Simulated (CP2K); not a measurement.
Write the native input for CP2K 2026.2 that does the following.

```
Task                                   : band structure
Functional                             : LDA
Potentials or basis                    : GTH_POTENTIALS W GTH-PADE-q14, S GTH-PADE-q6; TZVP-MOLOPT-PBE-GTH basis
Density cutoff                         : 6123 eV
k mesh                                 : 10 × 10 × 2
Occupations                            : fermi-dirac, width 0.05 eV
Spin                                   : no spin polarisation
SCF solver                             : diagonalisation with k points
Quickstep method                       : GPW
EPS_DEFAULT                            : 1.0E-10
EPS_SCF                                : 1.0E-6
MAX_SCF                                : 100
SCF_GUESS                              : ATOMIC
k points reduced by the point group    : yes
Mesh centred on Gamma                  : yes
CHOLESKY                               : OFF
EPS_EIGVAL                             : 1.0E-7
MIXING METHOD                          : BROYDEN_MIXING
MIXING ALPHA                           : 0.4
NBUFFER                                : 8
NGRIDS                                 : 5
Basis sets                             : W TZVP-MOLOPT-PBE-GTH-q14, S TZVP-MOLOPT-PBE-GTH-q6
Potentials                             : W GTH-PADE-q14 of GTH_POTENTIALS, S GTH-PADE-q6 of GTH_POTENTIALS
ADDED_MOS                              : [15]
Points a segment of the path (NPOINTS) : 10
Bands added on the path                : 6
REL_CUTOFF (Ry)                        : 60 Ry
MIXING BETA (1/bohr)                   : 1.5 1/bohr
CUTOFF of the grids                    : 450 Ry
```

The system is WS2, a slab with vacuum.

```
W S
1.0
     3.18352    0.00000    0.00000
    -1.59176    2.75701    0.00000
     0.00000    0.00000   16.95058
W S
1 2
Direct
  0.00000 0.00000 0.00000
  0.33333 0.66667 0.09200
  0.33333 0.66667 0.90800
```

These files were run (other wordings do the same):

ws2_bands.inp

```
&GLOBAL
  PROJECT ws2_bands
  RUN_TYPE ENERGY_FORCE
  PRINT_LEVEL LOW
&END GLOBAL
&FORCE_EVAL
  METHOD QS
  STRESS_TENSOR ANALYTICAL
  &DFT
    BASIS_SET_FILE_NAME BASIS_MOLOPT_UZH
    POTENTIAL_FILE_NAME GTH_POTENTIALS
    &MGRID
      CUTOFF 450
      REL_CUTOFF 60
      NGRIDS 5
    &END MGRID
    &QS
      METHOD GPW
      EPS_DEFAULT 1.0E-10
    &END QS
    &KPOINTS
      SCHEME MONKHORST-PACK 10 10 2
      GAMMA_CENTERED T
      SYMMETRY T
      SYMMETRY_BACKEND SPGLIB
    &END KPOINTS
    &SCF
      SCF_GUESS ATOMIC
      EPS_SCF 1.0E-6
      MAX_SCF 100
      ADDED_MOS 15
      CHOLESKY OFF
      EPS_EIGVAL 1.0E-7
      &DIAGONALIZATION ON
        ALGORITHM STANDARD
      &END DIAGONALIZATION
      &MIXING ON
        METHOD BROYDEN_MIXING
        ALPHA 0.4
        BETA 1.5
        NBUFFER 8
      &END MIXING
      &SMEAR ON
        METHOD FERMI_DIRAC
        ELECTRONIC_TEMPERATURE [K] 580.226
      &END SMEAR
    &END SCF
    &XC
      &XC_FUNCTIONAL
        &LDA_X
        &END LDA_X
        &LDA_C_PW
        &END LDA_C_PW
      &END XC_FUNCTIONAL
    &END XC
    &PRINT
      &KPOINTS ON
      &END KPOINTS
      &MULLIKEN ON
      &END MULLIKEN
      &MO ON
        ENERGIES T
        OCCUPATION_NUMBERS T
        &EACH
          QS_SCF 0
        &END EACH
        ADD_LAST NUMERIC
      &END MO
      &LOWDIN ON
      &END LOWDIN
      &HIRSHFELD ON
        SHAPE_FUNCTION DENSITY
      &END HIRSHFELD
      &BAND_STRUCTURE
        FILE_NAME bands.bs
        ADDED_MOS 6
        &KPOINT_SET
          UNITS B_VECTOR
          NPOINTS 10
          SPECIAL_POINT GAMMA 0.00000000 0.00000000 0.00000000
          SPECIAL_POINT M 0.50000000 0.00000000 0.00000000
          SPECIAL_POINT K 0.33333333 0.33333333 0.00000000
          SPECIAL_POINT GAMMA 0.00000000 0.00000000 0.00000000
          SPECIAL_POINT A 0.00000000 0.00000000 0.50000000
          SPECIAL_POINT L 0.50000000 0.00000000 0.50000000
          SPECIAL_POINT H 0.33333333 0.33333333 0.50000000
          SPECIAL_POINT A 0.00000000 0.00000000 0.50000000
        &END KPOINT_SET
        &KPOINT_SET
          UNITS B_VECTOR
          NPOINTS 10
          SPECIAL_POINT L 0.50000000 0.00000000 0.50000000
          SPECIAL_POINT M 0.50000000 0.00000000 0.00000000
        &END KPOINT_SET
        &KPOINT_SET
          UNITS B_VECTOR
          NPOINTS 10
          SPECIAL_POINT K 0.33333333 0.33333333 0.00000000
          SPECIAL_POINT H 0.33333333 0.33333333 0.50000000
        &END KPOINT_SET
      &END BAND_STRUCTURE
    &END PRINT
  &END DFT
  &SUBSYS
    &CELL
      A 3.1835163552 0.0000000000 0.0000000000
      B -1.5917581776 2.7570060369 0.0000000000
      C 0.0000000000 0.0000000000 16.9505778900
      PERIODIC XYZ
    &END CELL
    &COORD
      W   0.0000000000 0.0000000000 0.0000000000
      S   -0.0000000002 1.8380040247 1.5594618107
      S   -0.0000000002 1.8380040247 15.3911160793
    &END COORD
    &KIND W
      BASIS_SET TZVP-MOLOPT-PBE-GTH-q14
      POTENTIAL GTH-PADE-q14
    &END KIND
    &KIND S
      BASIS_SET TZVP-MOLOPT-PBE-GTH-q6
      POTENTIAL GTH-PADE-q6
    &END KIND
    &PRINT
      &ATOMIC_COORDINATES ON
      &END ATOMIC_COORDINATES
      &CELL ON
      &END CELL
      &SYMMETRY ON
      &END SYMMETRY
    &END PRINT
  &END SUBSYS
  &PRINT
    &FORCES ON
    &END FORCES
    &STRESS_TENSOR ON
    &END STRESS_TENSOR
  &END PRINT
&END FORCE_EVAL
```

Potentials or basis: GTH_POTENTIALS W GTH-PADE-q14, S GTH-PADE-q6; TZVP-MOLOPT-PBE-GTH basis.

The run is started by

```bash
$ OMP_NUM_THREADS=1 cp2k.psmp -i ws2_bands.inp -o ws2_bands.out
```

It gave:

```yaml
Largest_force: 0.733 eV/Å
Band_gap_on_the_k_mesh: 1.95 eV, indirect (least direct gap 2.26 eV)
Band_gap_along_the_path: 1.79 eV, indirect (least direct gap 1.85 eV)
Mulliken_charges: W -1.30; S +0.65 e
Hirshfeld_charges: W +0.18; S -0.09 e
```

Caveat: Mulliken charges move with the basis; spin-orbit coupling is left out, which moves the levels of the heavy elements; the basis of atomic orbitals isn't converged, which shifts pressures, moduli and gaps.

Run time: 19 s on 1 thread of AMD EPYC 9R45 96-Core Processor (Zen 5), on a shared host, peak memory 0.51 GiB.
